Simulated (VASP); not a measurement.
# Tm: magnetic orders

Is Tm a ferromagnet or an antiferromagnet at this level? The start is a cell from a database of measured crystal structures.

Program: VASP 6.6.1. Level of theory: PBE, spin-polarised, from parallel moments; plane waves and PAW (Tm), in the first sound run; inputs show where later runs differ. Results are calculated unless marked as measured.

Most raw output is cut from this account.

**1. The structure**

The structure is hexagonal, space group P6_3/mmc (No. 194). Conventional cell: a = 3.538 Å, b = 3.538 Å, c = 5.555 Å, α = 90.00°, β = 90.00°, γ = 120.00°. Tm has 12 Tm at 3.45 to 3.54 Å nearest.

Coordinates:

```cif
data_structure
_symmetry_space_group_name_H-M 'P6_3/mmc'
_symmetry_Int_Tables_number 194
_cell_length_a 3.5375
_cell_length_b 3.5375
_cell_length_c 5.5546
_cell_angle_alpha 90.000
_cell_angle_beta 90.000
_cell_angle_gamma 120.000
_cell_volume 60.20
loop_
_atom_site_label
_atom_site_type_symbol
_atom_site_symmetry_multiplicity
_atom_site_Wyckoff_symbol
_atom_site_fract_x
_atom_site_fract_y
_atom_site_fract_z
_atom_site_occupancy
Tm1 Tm 2 c 0.66667 0.33333 0.75000 1
```

**2. Magnetic order, start order fm, signs ++++**

Each run starts from other signs of the moments at the same geometry and cutoff; gentle mixing helps it keep them. Any wave vector in a name is a fraction of the reciprocal vectors of the first cell as typed.

Input file INCAR:

```
SYSTEM = Tm
PREC = Accurate
ENCUT = 420
EDIFF = 1E-06
NELM = 150
ISMEAR = 1
SIGMA = 0.1
LREAL = .FALSE.
ALGO = Normal
GGA = PE
NBANDS = 64
ISPIN = 2
MAGMOM = 2 2 2 2
LASPH = .TRUE.
LMAXMIX = 6
AMIX = 0.2
BMIX = 1E-04
AMIX_MAG = 0.8
BMIX_MAG = 1E-04
LORBIT = 11
LWAVE = .FALSE.
LCHARG = .TRUE.
```

Input file POSCAR:

```
Tm
1.0
    7.0750000000      0.0000000000      0.0000000000
   -1.7687500000      3.0635648659      0.0000000000
    0.0000000000      0.0000000000      5.5546000000
Tm
4
Direct
    0.3333333334      0.3333333333      0.7500000000
    0.8333333334      0.3333333333      0.7500000000
    0.1666666666      0.6666666667      0.2500000000
    0.6666666667      0.6666666667      0.2500000000
```

Input file KPOINTS:

```
Automatic mesh
0
Gamma
6 6 3
0 0 0
```

PAW data sets: Tm (PBE family, release 64).

The run is started by

```bash
$ mpirun -np 1 vasp_std
```

It took 7.1 min on 1 MPI rank of Intel Xeon 6975P-C (Granite Rapids), shared host; peak memory 0.41 GiB.

The magnetic state follows from one typed start and may not be the lowest. The k-mesh is coarse for a metal. Without U or exact exchange the f electrons of Tm come out too delocalised, which can shrink the cell and pin f bands at the Fermi level.

Numbers from this step:

| Quantity | Value |
| --- | --- |
| electronic cycles | 35 |
| electrons | 92 |
| free energy (TOTEN) | -15.91 eV |
| energy at zero smearing | -15.92 eV |
| Fermi energy | 2.235 eV |
| moment of the cell, from the last line of the log | 4.438 μB |
| labelled metallic, from the levels on this mesh | yes |

Spin moment in the PAW sphere by atom:

| atom | spin moment in the PAW sphere (μB) |
| --- | --- |
| Tm1 | 1.23 |
| Tm2 | 1.23 |
| Tm3 | 1.23 |
| Tm4 | 1.23 |

Spin density in the ac plane at fractional y = 0.333, with atoms of Tm within 0.2 Å of it.

Values in e/Å³, 8 rows by 16 columns, each cell a mean:
```
0.0 0.0 0.0 0.0 0.0 0.2 0.0 0.0 0.0 0.0 0.0 0.0 0.0 0.2 0.0 0.0
0.0 0.0 0.0 0.0 0.7 1.5 0.8 0.0 0.0 0.0 0.0 0.0 0.7 1.5 0.8 0.0
0.0 0.0 0.0 0.0 0.4 1.1 0.5 0.0 0.0 0.0 0.0 0.0 0.4 1.1 0.5 0.0
0.0 0.0 0.0 0.0 0.0 0.0 0.0 0.0 0.0 0.0 0.0 0.0 0.0 0.0 0.0 0.0
0.0 0.0 0.0 0.0 0.0 0.0 0.0 0.0 0.0 0.0 0.0 0.0 0.0 0.0 0.0 0.0
0.0 0.0 0.0 0.0 0.0 0.0 0.0 0.0 0.0 0.0 0.0 0.0 0.0 0.0 0.0 0.0
0.0 0.0 0.0 0.0 0.0 0.0 0.0 0.0 0.0 0.0 0.0 0.0 0.0 0.0 0.0 0.0
0.0 0.0 0.0 0.0 0.0 0.0 0.0 0.0 0.0 0.0 0.0 0.0 0.0 0.0 0.0 0.0
```
Columns run along a (7.1 Å), rows up along c (5.6 Å). Atoms in or near the plane, at fractional coordinates: Tm at (0.33, 0.75), Tm at (0.83, 0.75).

Valence density in the ac plane at fractional y = 0.333, with atoms of Tm within 0.2 Å of it. It is the smooth field of the valence electrons, not physical close to the nuclei.

Ten steps, logarithmic in the rise over the least value, from '0' (0 e/Å³) to '9' (19 e/Å³), each cell a mean:
```
00000121100000012110
00001466410000146641
00013799730001379973
00014899840001489984
00013799730001379973
00001466410000146641
00000111100000011110
00000000000000000000
00000000000000000000
01100000000110000000
12210000001221000000
12210000001221000000
01100000000110000000
00000000000000000000
00000000000000000000
```
Columns run along a (7.1 Å), rows up along c (5.6 Å). Atoms in or near the plane, at fractional coordinates: Tm at (0.33, 0.75), Tm at (0.83, 0.75).

The largest moment at the end is 1.23 μB, and the moments of the cell sum to 4.44 μB.

**3. Magnetic order, start order AFM 1, signs ++--**

This step: PBE, spin-polarised, from moments of both signs; plane waves and PAW (Tm) (VASP 6.6.1).

INCAR, as its differences from that of step 2:

```diff
@@ -12,3 +12,3 @@
 ISPIN = 2
-MAGMOM = 2 2 2 2
+MAGMOM = 2 2 -2 -2
 LASPH = .TRUE.
```

POSCAR is that of step 2.

KPOINTS is that of step 2.

The run is started by

```bash
$ mpirun -np 1 vasp_std
```

Elapsed: 8.3 min, on 1 MPI rank; peak memory 0.42 GiB.

This step gave:

| Quantity | Value |
| --- | --- |
| electronic cycles | 42 |
| free energy (TOTEN) | -15.89 eV |
| energy at zero smearing | -15.89 eV |
| Fermi energy | 2.254 eV |

Spin moment in the PAW sphere by atom:

| atom | spin moment in the PAW sphere (μB) |
| --- | --- |
| Tm1 | 1.30 |
| Tm2 | 1.30 |
| Tm3 | -1.30 |
| Tm4 | -1.30 |

Spin density in the ac plane at fractional y = 0.333, with atoms of Tm within 0.2 Å of it.

Values in e/Å³, 8 rows by 16 columns, each cell a mean:
```
0.0 0.0 0.0 0.0 0.0 0.1 0.0 0.0 0.0 0.0 0.0 0.0 0.0 0.1 0.0 0.0
0.0 0.0 0.0 0.0 0.6 1.4 0.8 0.1 0.0 0.0 0.0 0.0 0.6 1.4 0.8 0.1
0.0 0.0 0.0 0.0 0.4 0.9 0.5 0.0 0.0 0.0 0.0 0.0 0.4 0.9 0.5 0.0
0.0 0.0 0.0 0.0 0.0 0.0 0.0 0.0 0.0 0.0 0.0 0.0 0.0 0.0 0.0 0.0
0.0 0.0 0.0 0.0 0.0 0.0 0.0 0.0 0.0 0.0 0.0 0.0 0.0 0.0 0.0 0.0
0.0 0.0 0.0 0.0 0.0 0.0 0.0 0.0 0.0 0.0 0.0 0.0 0.0 0.0 0.0 0.0
0.0 0.0 0.0 0.0 0.0 0.0 0.0 0.0 0.0 0.0 0.0 0.0 0.0 0.0 0.0 0.0
0.0 0.0 0.0 0.0 0.0 0.0 0.0 0.0 0.0 0.0 0.0 0.0 0.0 0.0 0.0 0.0
```
Columns run along a (7.1 Å), rows up along c (5.6 Å). Atoms in or near the plane, at fractional coordinates: Tm at (0.33, 0.75), Tm at (0.83, 0.75).

Valence density in the ac plane at fractional y = 0.333, with atoms of Tm within 0.2 Å of it. It is the smooth field of the valence electrons, not physical close to the nuclei.

Values in e/Å³, 8 rows by 16 columns, each cell a mean:
```
 0  0  0  0  1  2  1  0  0  0  0  0  1  2  1  0
 0  0  0  1  9 16 10  2  0  0  0  1  9 16 10  2
 0  0  0  1  6 12  7  1  0  0  0  1  6 12  7  1
 0  0  0  0  0  1  0  0  0  0  0  0  0  1  0  0
 0  0  0  0  0  0  0  0  0  0  0  0  0  0  0  0
 0  0  0  0  0  0  0  0  0  0  0  0  0  0  0  0
 0  0  0  0  0  0  0  0  0  0  0  0  0  0  0  0
 0  0  0  0  0  0  0  0  0  0  0  0  0  0  0  0
```
Columns run along a (7.1 Å), rows up along c (5.6 Å). Atoms in or near the plane, at fractional coordinates: Tm at (0.33, 0.75), Tm at (0.83, 0.75).

EDIFF was met while the residual of the charge density, rms(c), still stood at 0.05, so the density had not settled and the numbers of this run are doubtful.

The largest moment at the end is 1.30 μB, and the moments of the cell sum to 0.00 μB.

**4. Magnetic order, start order AFM 2, signs +-+-**

INCAR, as its differences from that of step 3:

```diff
@@ -12,3 +12,3 @@
 ISPIN = 2
-MAGMOM = 2 2 -2 -2
+MAGMOM = 2 -2 2 -2
 LASPH = .TRUE.
@@ -21,2 +21,2 @@
 LWAVE = .FALSE.
-LCHARG = .TRUE.
+LCHARG = .FALSE.
```

POSCAR is that of step 3.

KPOINTS is that of step 3.

The run is started by

```bash
$ mpirun -np 1 vasp_std
```

The job ended after 9.8 min (1 MPI rank; peak memory 0.41 GiB).

Spin moment in the PAW sphere by atom:

| atom | spin moment in the PAW sphere (μB) |
| --- | --- |
| Tm1 | 1.30 |
| Tm2 | -1.30 |
| Tm3 | 1.30 |
| Tm4 | -1.30 |

EDIFF was met while the residual of the charge density, rms(c), still stood at 0.10, so the density had not settled and the numbers of this run are doubtful.

The largest moment at the end is 1.30 μB, and the moments of the cell sum to 0.00 μB.

**5. Magnetic order, start order AFM 3, signs +--+**

INCAR, as its differences from that of step 4:

```diff
@@ -12,3 +12,3 @@
 ISPIN = 2
-MAGMOM = 2 -2 2 -2
+MAGMOM = 2 -2 -2 2
 LASPH = .TRUE.
```

POSCAR is that of step 4.

KPOINTS is that of step 4.

The run is started by

```bash
$ mpirun -np 1 vasp_std
```

Elapsed: 7.8 min, on 1 MPI rank; peak memory 0.42 GiB.

EDIFF was met while the residual of the charge density, rms(c), still stood at 0.08, so the density had not settled and the numbers of this run are doubtful.

The largest moment at the end is 1.31 μB, and the moments of the cell sum to 0.00 μB.

**6. Magnetic order, start order ferri 4, signs +++-**

INCAR, as its differences from that of step 5:

```diff
@@ -12,3 +12,3 @@
 ISPIN = 2
-MAGMOM = 2 -2 -2 2
+MAGMOM = 2 2 2 -2
 LASPH = .TRUE.
```

POSCAR is that of step 5.

KPOINTS is that of step 5.

The run is started by

```bash
$ mpirun -np 1 vasp_std
```

The job ended after 20 min (1 MPI rank; peak memory 0.42 GiB).

The run was stopped at its time limit, so it gives no result of its own.

**7. No spin polarisation**

This step: PBE, no spin polarisation; plane waves and PAW (Tm) (VASP 6.6.1).

A run without spin shows what magnetism as such gains.

Input file INCAR:

```
SYSTEM = Tm
PREC = Accurate
ENCUT = 420
EDIFF = 1E-06
NELM = 150
ISMEAR = 1
SIGMA = 0.1
LREAL = .FALSE.
ALGO = Normal
GGA = PE
NBANDS = 57
LASPH = .TRUE.
LORBIT = 11
LWAVE = .FALSE.
LCHARG = .FALSE.
AMIX = 0.2
BMIX = 1E-04
AMIX_MAG = 0.8
BMIX_MAG = 1E-04
```

POSCAR is that of step 6.

KPOINTS is that of step 6.

The run is started by

```bash
$ mpirun -np 1 vasp_std
```

Run time: 14 min. Hardware: 1 MPI rank; peak memory 0.27 GiB.

The electronic loop did not meet EDIFF within NELM cycles, so this run is left out of the comparison.

**8. Summary**

This step: collinear magnetic orders, PBE; plane waves and PAW (VASP 6.6.1).

This step runs nothing: it gathers the runs above.

This step gave:

```
mean moment in the lowest run         : 1.231 μB
constant fitted for the nearest pairs : 0.5728 meV
```

Orders, by row:

| order | signs | energy above the lowest (meV/magnetic atom) | total moment (μB) | mean moment on carriers (μB) | gap on the mesh (eV) | signs at the end, of the atoms given a moment |
| --- | --- | --- | --- | --- | --- | --- |
| fm | ++++ | 0 | 4.438 | 1.231 | 0 | ++++ |
| afm 1 | ++-- | 6.14 | 0 | 1.305 | 0 | ++-- |
| afm 2 | +-+- | 6.83 | 0 | 1.298 | 0 | +-+- |
| afm 3 | +--+ | 5.27 | 0 | 1.308 | 0 | +--+ |

E = E0 - sum over pairs, each once, of J e_i.e_j with unit vectors; J > 0 favours parallel moments; fitted to the orders that kept their signs. Exchange, by row:

| pair | distance, in the start or the relaxed cell (Å) | J (meV) |
| --- | --- | --- |
| Tm-Tm | 3.45 | 0.573 |
| Tm-Tm | 3.54 | 0.744 |
| Tm-Tm | 4.94 | 0.451 |

**9. What came out**

| Quantity | Value |
| --- | --- |
| mean moment in the lowest run | 1.23 μB |
| constant fitted for the nearest pairs | 0.573 meV |

The 4f electrons of Tm run in the valence without U or exact exchange, which tends to pin them at the Fermi level with wrong fillings; moments, orders and energies that hang on them are not reliable. In 3 of the runs the charge density had not settled when EDIFF was met, so their numbers are doubtful. The lowest run started as fm and holds 1.23 μB on average over the atoms that were given a moment; the next state, from afm 3, lies 5.3 meV a magnetic atom higher. It ends with the signs ++++ and a net moment of 4.44 μB a cell: the moments given at the start all parallel. All states stand under about 2.6 GPa at this cell, which can move the order. The fit has as many unknowns as energies, so it is exact by construction; shells that turn over together are lumped into one constant, and others are left out. On this k mesh the moments and energy differences of a metal are not converged, and no denser mesh was tried, so the order found is tentative. The order ferri 4 ran without a converged result and may lie lower. No other collinear orders were tried, and their comparison leaves spin-orbit coupling out.

[Lines on the potential files, build, host, timing and source positions are cut from VASP's logs without a mark.]

[Logs are printed without paths, hosts, clocks, repeated set-up lines and the standing remarks that a program may print on its own settings, such as how far it seeks lower states.]

[Hosts, paths, dates, database ids (printed as entryN), source tags and the programs' standing remarks are cut or masked in the printed files.]

[In band tables of VASP the shares of atoms and orbitals are scaled to a sum of 1 inside the atoms' spheres.]

[Runs that stopped without an error message from VASP are left out.]
